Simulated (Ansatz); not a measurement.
# Ir(111) with 4 layers of random Ir-Pd, 2x2: scattering by chemical disorder

Wanted: resistance against the alloy's length, first Ir(111) with 4 layers of random Ir-Pd, 2x2.

Method: Ansatz plane-wave DFT, PBE, PAW files; ballistic transport by layer matching (Landauer), zero bias; PAW set soft_1, in Ansatz 0.2.0.

Report form: the programs' logs are mostly left out.

## (1) Starting point

The cell holds 40 atoms: 38 Ir and 2 Pd. Its edges and angles: a = 5.430 Å, b = 5.430 Å, c = 22.222 Å, α = 93.5°, β = 86.5°, γ = 120.0°. It derives from Ir. Regions: lead, 24 atoms (24 Ir); scattering region, 16 atoms (14 Ir and 2 Pd). The structure is stacked along c, and the current runs across the ab planes.

## (2) With 4 alloy layers

In 4 layers a share of 0.125 of the sites is given to Pd at random. The layers about the cell's end stay perfect and serve as the lead. Energies from -0.05 to 0.05 eV in steps of 0.05 eV are too few for the program's thermal sum, so it prints no conductance; for a metal the transmission near the Fermi level serves, at a fraction of the cost.

input.yaml

```yaml
crystal:
  lattice:
    - [5.4297315514, 0.0, 0.0]
    - [-2.7148657757, 4.7022854592, 0.0]
    - [1.3574328878, -0.7837142432, 22.1667862353]
  atoms:
    - { symbol: Ir, position: [0.9916666667, 0.0083333333, 0.05] }
    - { symbol: Ir, position: [0.9916666667, 0.5083333333, 0.05] }
    - { symbol: Ir, position: [0.4916666667, 0.0083333333, 0.05] }
    - { symbol: Ir, position: [0.4916666667, 0.5083333333, 0.05] }
    - { symbol: Ir, position: [0.1416666667, 0.3583333333, 0.15] }
    - { symbol: Ir, position: [0.1416666667, 0.8583333333, 0.15] }
    - { symbol: Ir, position: [0.6416666667, 0.3583333333, 0.15] }
    - { symbol: Ir, position: [0.6416666667, 0.8583333333, 0.15] }
[... 28 atom lines left out ...]
    - { symbol: Ir, position: [0.8416666667, 0.1583333333, 0.95] }
    - { symbol: Ir, position: [0.8416666667, 0.6583333333, 0.95] }
    - { symbol: Ir, position: [0.3416666667, 0.1583333333, 0.95] }
    - { symbol: Ir, position: [0.3416666667, 0.6583333333, 0.95] }
kpoints:
  mp_grid: { grid: [5, 5, 1] }
hamiltonian:
  xc: pbe
  pseudopotentials: { kind: paw, azcp: { folder: soft_1 } }
scf:
  occupations: { method: fermi_dirac, width: 0.1 }
output:
  transmission:
    leads: [[0, 4]]
    kmesh: [10, 10]
    e_range: [-0.05, 0.05]
    de: 0.05
  write_potential: true
  write_density: true
  volumetric_format: npy
```

Launch:

```bash
> ansatz run input.yaml --threads 4 --pin off --max-ram 15360MiB --backend cpu --events-out ev --progress --plain --runs-dir out
```

Run time: 3.7 min. Hardware: 4 threads of Arm Neoverse V1, shared host; peak memory 4.5 GiB; 14 min of CPU time.

This step gave:

| Item | Value |
| --- | --- |
| free energy | -467545.0743 eV |
| energy at zero smearing | -467544.4661 eV |
| Fermi energy | 25.57 eV |
| cell area | 25.53 Å² |
| transmission per spin nearest the Fermi level | 4.588 |
| open channels per spin nearest the Fermi level | 5.78 |
| step of the lead's potential | 5.6 meV |

Per spin. Transmission, zone mean against energy, zero at the Fermi level:

```csv
energy (eV),"transmission, zone mean"
-0.0500,4.74
0.0000,4.59
0.0500,4.81
```

Per spin. Open channels, zone mean, lead against energy, zero at the Fermi level:

```csv
energy (eV),"open channels, zone mean, lead"
-0.0500,5.9
0.0000,5.78
0.0500,6.14
```

Transmission over k1 and k2. At 0.0000 eV from the Fermi level.

Ten even steps from '_' (3.05) to '@' (6.90):
```
==--::__::++++==::==
::::++--++++--::--::
..__--..--::++__::==
++::++--@@@@--++--++
++++++::@@@@@@::++++
++++--++--@@@@--++::
..==::__++::--..--__
::::--::--++++--++::
====::==++++::__::--
--==::..++++++..::==
```
Columns: k1 (b1) from -0.5 to 0.4; rows upwards: k2 (b2) from -0.5 to 0.4.

Open channels over k1 and k2. At 0.0000 eV from the Fermi level.

Ten even steps from '0' (4.00) to '9' (8.00):
```
5520255555
2257752255
2072227025
5272992725
5552999255
5527299272
2520722270
2552257752
5555552025
5522555225
```
Columns: k1 (b1) from -0.5 to 0.4; rows upwards: k2 (b2) from -0.5 to 0.4.

Over the solved energies the transmission per spin lies between 4.59 and 4.81, out of 5.94 channels of the lead on average (up to 6.14).

## (3) With 8 alloy layers

In 8 layers a share of 0.125 of the sites is given to Pd at random. A fresh draw is used; the growth of the resistance with length is what counts.

System of this step: Ir(111) with 8 layers of random Ir-Pd, 2x2. The cell holds 56 atoms: 52 Ir and 4 Pd. Cell: a = 5.430 Å, b = 5.430 Å, c = 31.073 Å, α = 87.5°, β = 92.5°, γ = 120.0°. It derives from Ir. Regions: lead, 24 atoms (24 Ir); scattering region, 32 atoms (28 Ir and 4 Pd). The structure is stacked along c, and the current runs across the ab planes.

input.yaml

```yaml
crystal:
  lattice:
    - [5.4297315514, 0.0, 0.0]
    - [-2.7148657757, 4.7022854592, 0.0]
    - [-1.3574328878, 0.7837142432, 31.0335007294]
  atoms:
    - { symbol: Ir, position: [0.005952381, 0.994047619, 0.0357142857] }
    - { symbol: Ir, position: [0.005952381, 0.494047619, 0.0357142857] }
    - { symbol: Ir, position: [0.505952381, 0.994047619, 0.0357142857] }
    - { symbol: Ir, position: [0.505952381, 0.494047619, 0.0357142857] }
    - { symbol: Ir, position: [0.1845238095, 0.3154761905, 0.1071428571] }
    - { symbol: Ir, position: [0.1845238095, 0.8154761905, 0.1071428571] }
    - { symbol: Ir, position: [0.6845238095, 0.3154761905, 0.1071428571] }
    - { symbol: Ir, position: [0.6845238095, 0.8154761905, 0.1071428571] }
[... 44 atom lines left out ...]
    - { symbol: Ir, position: [0.3273809524, 0.1726190476, 0.9642857143] }
    - { symbol: Ir, position: [0.3273809524, 0.6726190476, 0.9642857143] }
    - { symbol: Ir, position: [0.8273809524, 0.1726190476, 0.9642857143] }
    - { symbol: Ir, position: [0.8273809524, 0.6726190476, 0.9642857143] }
kpoints:
  mp_grid: { grid: [5, 5, 1] }
hamiltonian:
  xc: pbe
  pseudopotentials: { kind: paw, azcp: { folder: soft_1 } }
scf:
  occupations: { method: fermi_dirac, width: 0.1 }
output:
  transmission:
    leads: [[0, 4]]
    kmesh: [10, 10]
    e_range: [-0.05, 0.05]
    de: 0.05
  write_potential: true
  write_density: true
  volumetric_format: npy
```

Wall time 9.5 min (4 threads); peak memory 8.2 GiB; 36 min of CPU time.

This step gave:

* free energy: -648605.2879 eV
* energy at zero smearing: -648604.3175 eV
* Fermi energy: 25.45 eV
* transmission per spin nearest the Fermi level: 3.706
* step of the lead's potential: 26.6 meV

Per spin. Transmission, zone mean against energy, zero at the Fermi level:

```
energy (eV)  transmission, zone mean
    -0.0500                     3.90
     0.0000                     3.71
     0.0500                     3.75
```

Over the solved energies the transmission per spin lies between 3.71 and 3.90, out of 5.94 channels of the lead on average (up to 6.14). The log calls the step of a lead's potential too much.

## (4) With 12 alloy layers

In 12 layers a share of 0.125 of the sites is given to Pd at random. A fresh draw is used; the growth of the resistance with length is what counts.

System of this step: Ir(111) with 12 layers of random Ir-Pd, 2x2. The cell holds 72 atoms: 66 Ir and 6 Pd. Cell: a = 5.430 Å, b = 5.430 Å, c = 39.900 Å, α = 90.0°, β = 90.0°, γ = 120.0°. It derives from Ir. Regions: lead, 24 atoms (24 Ir); scattering region, 48 atoms (42 Ir and 6 Pd). The structure is stacked along c, and the current runs across the ab planes.

input.yaml

```yaml
crystal:
  lattice:
    - [5.4297315514, 0.0, 0.0]
    - [-2.7148657757, 4.7022854592, 0.0]
    - [0.0, 0.0, 39.9002152235]
  atoms:
    - { symbol: Ir, position: [0.0, 0.0, 0.0277777778] }
    - { symbol: Ir, position: [0.0, 0.5, 0.0277777778] }
    - { symbol: Ir, position: [0.5, 0.0, 0.0277777778] }
    - { symbol: Ir, position: [0.5, 0.5, 0.0277777778] }
    - { symbol: Ir, position: [0.1666666667, 0.3333333333, 0.0833333333] }
    - { symbol: Ir, position: [0.1666666667, 0.8333333333, 0.0833333333] }
    - { symbol: Ir, position: [0.6666666667, 0.3333333333, 0.0833333333] }
    - { symbol: Ir, position: [0.6666666667, 0.8333333333, 0.0833333333] }
[... 60 atom lines left out ...]
    - { symbol: Ir, position: [0.3333333333, 0.1666666667, 0.9722222222] }
    - { symbol: Ir, position: [0.3333333333, 0.6666666667, 0.9722222222] }
    - { symbol: Ir, position: [0.8333333333, 0.1666666667, 0.9722222222] }
    - { symbol: Ir, position: [0.8333333333, 0.6666666667, 0.9722222222] }
kpoints:
  mp_grid: { grid: [5, 5, 1] }
hamiltonian:
  xc: pbe
  pseudopotentials: { kind: paw, azcp: { folder: soft_1 } }
scf:
  occupations: { method: fermi_dirac, width: 0.1 }
output:
  transmission:
    leads: [[0, 4]]
    kmesh: [10, 10]
    e_range: [-0.05, 0.05]
    de: 0.05
  write_potential: true
  write_density: true
  volumetric_format: npy
```

Elapsed: 25 min, on 4 threads; peak memory 9.2 GiB; 1.6 h of CPU time.

Numbers from this step:

* free energy: -829666.1082 eV
* energy at zero smearing: -829664.8863 eV
* Fermi energy: 25.41 eV
* transmission per spin nearest the Fermi level: 3.218
* open channels per spin nearest the Fermi level: 6.02
* step of the lead's potential: 4.1 meV

Per spin. Table of transmission, zone mean by energy, zero at the Fermi level:

```
energy (eV)  transmission, zone mean
    -0.0500                     3.27
     0.0000                     3.22
     0.0500                     3.26
```

Over the solved energies the transmission per spin lies between 3.22 and 3.27, out of 6.06 channels of the lead on average (up to 6.26).

## (5) The fit

This step: Ansatz plane-wave DFT, PBE, PAW files; ballistic transport by layer matching (Landauer), zero bias; residual resistivity from the slope of the area resistance, atoms on the host's lattice; PAW set soft_1 (Ansatz 0.2.0).

This step gave:

| Quantity | Value |
| --- | --- |
| resistivity | 18.35 µΩ cm |
| intercept | -0.01512 fΩ m² |
| scatter about the fit | 0.004047 fΩ m² |

Resistance, by row:

```csv
run,length (Å),T,channels N,RA (fΩ m²)
n4,8.867,4.711,5.94,0.1447
n8,17.73,3.785,5.94,0.3159
n12,26.6,3.25,6.06,0.47
```

Table of area resistance by length of the alloy:

```
length of the alloy (Å)  area resistance (fΩ m²)
                   8.87                    0.145
                  17.73                    0.316
                  26.60                    0.470
```

The area resistance goes from 0.14 to 0.47 fΩ m² between 8.9 and 26.6 Å, a slope of 18 µΩ cm.

By hand from the end points: (0.4700 − 0.1447) fΩ m² / (26.60 − 8.87) Å = 18 µΩ cm, since 1 fΩ m² per Å is 1000 µΩ cm.

## (6) Results

| Property | Result |
| --- | --- |
| resistivity from the slope | 18.3 µΩ cm |
| area resistance over 8.87 Å | 0.145 fΩ m² |
| area resistance over 17.7 Å | 0.316 fΩ m² |
| area resistance over 26.6 Å | 0.470 fΩ m² |

The slope gives 18 µΩ cm. The points scatter by 0.0040 fΩ m² about the line, with one random draw a length in a 2x2 cell, so the slope is a rough value. The lead's own channel count moves between the runs (5.94, 5.94 and 6.06), which shifts RA and the slope too. Read with a model of isotropic scattering on a spherical Fermi surface and the lead's 1.8×10¹⁵ S/m², this slope means a mean free path near 23 Å; over these lengths the model's slope is 1.03 times its bulk resistivity, which would be 18 µΩ cm. The draw over the shortest length came out nearly ordered, with 8 symmetry operations, so that point is a poor sample of a random alloy. The atoms sit on the host's lattice, so scattering by size misfit is left out. Spin-orbit coupling is left out, which matters for Ir. A lead's potential steps by up to 27 meV from period to period, which the log calls too much, so longer leads could move the result.

[Logs are printed without paths, hosts, clocks, repeated set-up lines and the standing remarks that a program may print on its own settings, such as how far it seeks lower states.]

[Hosts, paths, dates, database ids (printed as entryN), source tags and the programs' standing remarks are cut or masked in the printed files.]
